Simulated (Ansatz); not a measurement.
Starting cell, GeO$_{2}$ (rutile):

```yaml
crystal:
  lattice:
    - [4.42809, 0.00000, 0.00000]
    - [0.00000, 4.42809, 0.00000]
    - [0.00000, 0.00000, 2.88419]
  atoms:
    - { symbol: Ge, position: [0.00000, 0.00000, 0.00000] }
    - { symbol: Ge, position: [0.50000, 0.50000, 0.50000] }
    - { symbol: O, position: [0.30632, 0.30632, 0.00000] }
    - { symbol: O, position: [0.80632, 0.19368, 0.50000] }
    - { symbol: O, position: [0.19368, 0.80632, 0.50000] }
    - { symbol: O, position: [0.69368, 0.69368, 0.00000] }
```

In each cell atom 2 (Ge, nearest neighbour O at 1.884 Å; its periodic images, 2.9 Å or more away, move with it) moves by s·(1.000, 0.000, 0.000) (along Cartesian x), the rest being held.

Level of theory: PBEsol (plane waves to 420 eV, PAW, scalar-relativistic; Ansatz, a first-principles code). k mesh 6×6×9 (Γ-centred), Fermi-Dirac smearing 0.05 eV. Energies are smeared free energies. GeO2 was relaxed with its symmetry unable to fall. The zero of ΔE is the undisplaced structure.

```csv
s (Å),ΔE (meV/cell)
-0.570,3615
-0.456,2403
-0.342,1389
-0.228,628
-0.114,159
0.000,0
0.114,159
0.228,628
0.342,1389
0.456,2403
0.570,3615
```

Q: What force constant k = d²E/ds² at s = 0 does the table give?

A: 25 eV/Å². It is the second difference of the nearest points, corrected with the next pair.

Q: With k = 24.52 eV/Å² from the forces, is the well harmonic out to s = 0.570 Å?

A: ½ks² = 3984 meV/cell against the computed 3615 meV/cell, so the well is softer than harmonic there.

(For displaced atoms, the force is minus the slope of the energy, and its curvature is a force constant, which sets phonon frequencies.)
